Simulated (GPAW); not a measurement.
Wanted: an ASE script for a GPAW 26.7.0 run.

```yaml
Task: band structure
Functional: PBEsol
Potentials_or_basis: PAW data sets generated in the run's folder for this functional
Cutoff: 600 eV
Basis: pw
k_mesh: 9 × 9 × 5
Occupations: fermi-dirac, width 0.05 eV
Spin: spin-orbit coupling, no magnetisation
Maxiter: 150
Band_path: GMKGALHA,LM,KH
Band_points: 60
spin_axis_theta_degrees: 54.7
spin_axis_phi_degrees: 45
Soc_after_scf: second variation
```

The system is PtS2.

```
Pt S
1.0
     3.54320    0.00000    0.00000
    -1.77160    3.06850    0.00000
     0.00000    0.00000    5.03880
Pt S
1 2
Direct
  0.00000 0.00000 0.00000
  0.66667 0.33333 0.77300
  0.33333 0.66667 0.22700
```

These files were run (other wordings do the same):

run.py

```python
import numpy as np
from ase import Atoms
from ase.dft.bandgap import bandgap
from ase.io import write
from ase.units import GPa
from gpaw import GPAW, PW, setup_paths
from gpaw.spinorbit import soc_eigenstates

setup_paths.insert(0, '.')

atoms = Atoms(['Pt', 'S', 'S'],
              cell=[[3.5432, 0.0, 0.0],
                    [-1.7716, 3.0685012107, 0.0],
                    [0.0, 0.0, 5.0388]],
              scaled_positions=[[0.0, 0.0, 0.0],
                                [0.6666666667, 0.3333333333, 0.773],
                                [0.3333333333, 0.6666666667, 0.227]],
              pbc=True)

calc = GPAW(mode=PW(600),
            xc='PBEsol',
            kpts={'size': (9, 9, 5), 'gamma': True},
            occupations={'name': 'fermi-dirac', 'width': 0.05},
            nbands=26,
            convergence={'density': 1e-05, 'energy': 1e-05},
            maxiter=150,
            txt='gpaw.txt')
atoms.calc = calc
energy = atoms.get_potential_energy()
forces = atoms.get_forces()
stress = atoms.get_stress()
calc.write('gs.gpw')
write('result.traj', atoms)
print(f'Energy: {energy:.6f} eV')
print('Forces (eV/A):')
print(forces.round(4))
print('Stress (GPa):', (stress / GPa).round(3))
print('Fermi level:', round(calc.get_fermi_level(), 4), 'eV')
print(f'Gap: {bandgap(calc)[0]:.4f} eV, direct: {bandgap(calc, direct=True)[0]:.4f} eV')

path = atoms.cell.bandpath('GMKGALHA,LM,KH', npoints=60, eps=1e-4)
bs_calc = calc.fixed_density(kpts=path, symmetry='off', nbands=40,
                             convergence={'bands': 'CBM+6.0', 'eigenstates': 1e-6}, txt='bands.txt')
bs = bs_calc.band_structure()
bs.write('bs.json')
print(f'Gap on the path: {bandgap(bs_calc)[0]:.4f} eV')

soc = soc_eigenstates(bs_calc, theta=54.7, phi=45)
np.savetxt('soc_bands.dat', soc.eigenvalues(), fmt='%.4f')
mesh = soc_eigenstates('gs.gpw', theta=54.7, phi=45)
np.savetxt('soc_mesh.dat', mesh.eigenvalues(), fmt='%.4f')
print('Fermi level with spin-orbit coupling:', round(mesh.fermi_level, 4), 'eV')
```

Potentials or basis: PAW data sets generated in the run's folder for this functional, pw.

Command:

```sh
$ gpaw-setup -f PBEsol Pt S
$ OMP_NUM_THREADS=1 python run.py
```

It gave:

* Pressure: 6.4 GPa
* Largest force: 0.969 eV/Å
* Band gap on the k mesh: 0.88 eV, indirect (least direct gap 1.02 eV)
* Band gap along the path: 0.92 eV, indirect (least direct gap 1.48 eV)

Caveat: spin-orbit coupling was added after a scalar SCF, so levels and gaps hold it while energy, forces, pressure and moments don't; this program's spin-orbit splittings come out too wide for heavy elements.

Run time: 3.6 min on 1 thread of Intel(R) Xeon(R) Processor @ 2.50GHz (Skylake/Cascade Lake), with other jobs on the host, peak memory 0.39 GiB.
